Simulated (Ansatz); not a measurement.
# Photoemission of C(111) with NH2 on 25 % of the top atoms and H on the rest, part 3 of 3

What would XPS and angle-resolved spectra of C(111) with NH2 on 25 % of the top atoms and H on the rest look like?

Ansatz 0.2.0; DFT, PBE, plane-wave PAW, scalar-relativistic; PAW set soft_1.

So far. Step 3 (Layer-resolved bands, DOS and potential): The largest force component on a free atom is 0.020 eV/Å, so the atoms are at rest for these settings too.

## (6) Z+1 stand-in on atom 11

System of this step: H9C23N2. The cell holds 34 atoms: 9 H, 2 N and 23 C. Its edges and angles: a = 5.044 Å, b = 5.044 Å, c = 21.664 Å, α = 90.0°, β = 90.0°, γ = 60.0°. It derives from C. Regions: ad, 6 atoms (1 N and 5 H); L1, 4 atoms (4 C); L2, 4 atoms (1 N and 3 C); L3, 4 atoms (4 C); mid, 4 atoms (4 C); rest, 12 atoms (8 C and 4 H). Vacuum lies along c.

The same swap on atom 11.

input.yaml

```yaml
crystal:
  lattice:
    - [5.044499777, 0.0, 0.0]
    - [2.5222498885, 4.3686649563, 0.0]
    - [0.0, 0.0, 21.6636689229]
  atoms:
    - { symbol: H, position: [0.1159760381, 0.0891292305, 0.6755632773] }
    - { symbol: H, position: [0.7948947313, 0.0891292305, 0.6755632773] }
    - { symbol: "N", position: [0.0109837726, -0.0219675451, 0.6578005088] }
    - { symbol: H, position: [0.5013420123, -0.0026840246, 0.6380537705] }
    - { symbol: H, position: [0.0004231513, 0.504150008, 0.6380806533] }
    - { symbol: H, position: [0.4954268407, 0.504150008, 0.6380806533] }
    - { symbol: C, position: [0.0006112276, -0.0012224553, 0.5895892522] }
    - { symbol: C, position: [0.5001803201, -0.0003606402, 0.5870464613] }
    - { symbol: C, position: [0.0001640748, 0.4993059563, 0.5872105141] }
    - { symbol: C, position: [0.5005299689, 0.4993059563, 0.5872105141] }
    - { symbol: "N", position: [0.833470787, 0.3330584261, 0.5649750358] }
    - { symbol: C, position: [0.333393491, 0.3332130181, 0.5645400619] }
    - { symbol: C, position: [0.8339420047, 0.8325173507, 0.5649835511] }
    - { symbol: C, position: [0.3335406446, 0.8325173507, 0.5649835511] }
    - { symbol: C, position: [0.8338167337, 0.3323665326, 0.4933249981] }
    - { symbol: C, position: [0.3334520942, 0.3330958116, 0.4930828511] }
    - { symbol: C, position: [0.8338470336, 0.8337874866, 0.4933287555] }
    - { symbol: C, position: [0.3323654798, 0.8337874866, 0.4933287555] }
    - { symbol: C, position: [0.166580858, 0.1666050259, 0.4694222471] }
    - { symbol: C, position: [0.6668141161, 0.1666050259, 0.4694222471] }
    - { symbol: C, position: [0.1666680492, 0.6666639016, 0.4694554058] }
    - { symbol: C, position: [0.6667004159, 0.6665991682, 0.4696921783] }
    - { symbol: C, position: [0.1666666665, 0.166666667, 0.398125181] }
    - { symbol: C, position: [0.6666666665, 0.166666667, 0.398125181] }
    - { symbol: C, position: [0.1666666665, 0.666666667, 0.398125181] }
    - { symbol: C, position: [0.6666666665, 0.666666667, 0.398125181] }
    - { symbol: C, position: [0.0, 0.0, 0.374359488] }
    - { symbol: C, position: [0.5, 0.0, 0.374359488] }
    - { symbol: C, position: [0.0, 0.5, 0.374359488] }
    - { symbol: C, position: [0.5, 0.5, 0.374359488] }
    - { symbol: H, position: [0.0, 0.0, 0.323121629] }
    - { symbol: H, position: [0.5, 0.0, 0.323121629] }
    - { symbol: H, position: [0.0, 0.5, 0.323121629] }
    - { symbol: H, position: [0.5, 0.5, 0.323121629] }
kpoints:
  mp_grid: { grid: [6, 6, 1] }
scf:
  occupations: { method: fermi_dirac, width: 0.02 }
  n_extra_bands: 26
hamiltonian:
  xc: pbe
  pseudopotentials: { kind: paw, azcp: { folder: soft_1 } }
output:
  forces: true
  write_potential: true
  volumetric_format: []
efield:
  axis: 3
  dipole_correction: true
```

On the command line:

```console
> ansatz run input.yaml --threads 4 --pin off --max-ram 11264MiB --backend cpu --events-out ev --progress --plain --runs-dir out
```

Wall time 24 s (4 threads of Intel Xeon Platinum 8375C at 2.90GHz (Ice Lake), shared host); peak memory 1.3 GiB.

This step gave:

* free energy: -6677.7962 eV
* energy at zero smearing: -6677.7899 eV
* smearing term TS: 0.01261 eV
* Fermi energy: 4.133 eV
* symmetry operations: 2

## (7) Z+1 stand-in on atom 19

System of this step: H9C23N2. The cell holds 34 atoms: 9 H, 2 N and 23 C. Cell: a = 5.044 Å, b = 5.044 Å, c = 21.664 Å, α = 90.0°, β = 90.0°, γ = 60.0°. It derives from C. Regions: ad, 6 atoms (1 N and 5 H); L1, 4 atoms (4 C); L2, 4 atoms (4 C); L3, 4 atoms (4 C); mid, 4 atoms (1 N and 3 C); rest, 12 atoms (8 C and 4 H). Vacuum lies along c.

The same swap on atom 19.

Edit input.yaml of step 6 so:

```diff
@@ -16,3 +16,3 @@
     - { symbol: C, position: [0.5005299689, 0.4993059563, 0.5872105141] }
-    - { symbol: "N", position: [0.833470787, 0.3330584261, 0.5649750358] }
+    - { symbol: C, position: [0.833470787, 0.3330584261, 0.5649750358] }
     - { symbol: C, position: [0.333393491, 0.3332130181, 0.5645400619] }
@@ -24,3 +24,3 @@
     - { symbol: C, position: [0.3323654798, 0.8337874866, 0.4933287555] }
-    - { symbol: C, position: [0.166580858, 0.1666050259, 0.4694222471] }
+    - { symbol: "N", position: [0.166580858, 0.1666050259, 0.4694222471] }
     - { symbol: C, position: [0.6668141161, 0.1666050259, 0.4694222471] }
```

Run time: 35 s. Hardware: 4 threads; peak memory 1.4 GiB.

Numbers from this step:

* free energy: -6677.7411 eV
* energy at zero smearing: -6677.7380 eV
* smearing term TS: 0.006218 eV
* Fermi energy: 4.121 eV
* symmetry operations: 1

## (8) Shifts from the Z+1 runs

An atom with a screened core hole acts like the next element, so the difference of two such total energies is the shift between the two sites; positive is more bound. Shifts count from the last listed atom of each element.

```
atom   region  replaced by  shell meant  free energy (eV)  shift (eV)
  C7  layer 1            N           1s         -6677.197       +0.54
 C10  layer 1            N           1s         -6678.181       -0.44
 C11  layer 2            N           1s         -6677.796       -0.06
 C19   middle            N           1s         -6677.741       +0.00
```

The stand-in's nearest image is 5.0 Å away. The method gives no absolute levels and the same shift for every shell of an atom.

## (9) Outcome

```
ionisation potential                                           : 3.74 eV (upper face; lower face 3.68 eV)
electron affinity (Kohn–Sham)                                  : 1.05 eV (slab's lowest empty level against the upper vacuum)
C core shifts among the listed atoms, from the last listed one : -0.44 to +0.54 eV
```

In words: The valence top of C(111) with NH2 on 25 % of the top atoms and H on the rest lies 3.74 eV (upper face; lower face 3.68 eV) below the vacuum and the lowest empty level 1.05 eV below the vacuum of the upper face. That empty level sits on the upper face (82 % of its weight), so it is a surface level and no edge of the bulk's conduction band. Only the strongest levels a point were stored, too few to count surface states. The upper face's value lies 0.07 eV above that of the hydrogen-covered lower face; the difference is the dipole step of the groups. Core shifts by the Z+1 route: C -0.44 to +0.54 eV. Among the sites run, the most bound C 1s level is that of C7 (layer 1), bonded to 3 C and 1 N; the least bound, 0.98 eV shallower, that of C10 (layer 1), bonded to 3 C and 1 H. That is the order that electronegative neighbours give as a rule, though screening of the hole enters too. With the next element in place the extra electron enters the lowest empty band of the cell, and its attraction to the stand-in enters the order. At 21.2 eV the valence spectrum has its highest listed peaks within 10.8 eV at 4.4 eV (C 2p), 4.9 eV (C 2p), 6.0 eV (C 2p), 7.6 eV (C 2p) and 8.1 eV (C 2p). At 1486.7 eV the valence spectrum has its highest listed peaks within 21.9 eV at 14.6 eV (C 2s), 15.5 eV (C 2s), 17.6 eV (C 2s), 17.7 eV (N 2s) and 18.7 eV (N 2s). The shell named is the one with most of the intensity, cross sections included, not always the one with most states there. The slab's own atoms span 4.7 Å, so bulk bands appear as a few quantum-well levels, and states of the two faces can mix. The program warns of density or levels in the vacuum in some of these runs, so vacuum levels and energy differences can be a little off. The affinity uses the Kohn–Sham gap, which is too small, so the true affinity is lower and the true ionisation potential usually higher.

[Logs are printed without paths, hosts, clocks, repeated set-up lines and the standing remarks that a program may print on its own settings, such as how far it seeks lower states.]

[Hosts, paths, dates, database ids (printed as entryN), source tags and the programs' standing remarks are cut or masked in the printed files.]

[Maps of the electrostatic potential energy from Ansatz leave out the sawtooth potential of an applied field or a dipole correction, so their vacuum need not be flat; work functions include it.]
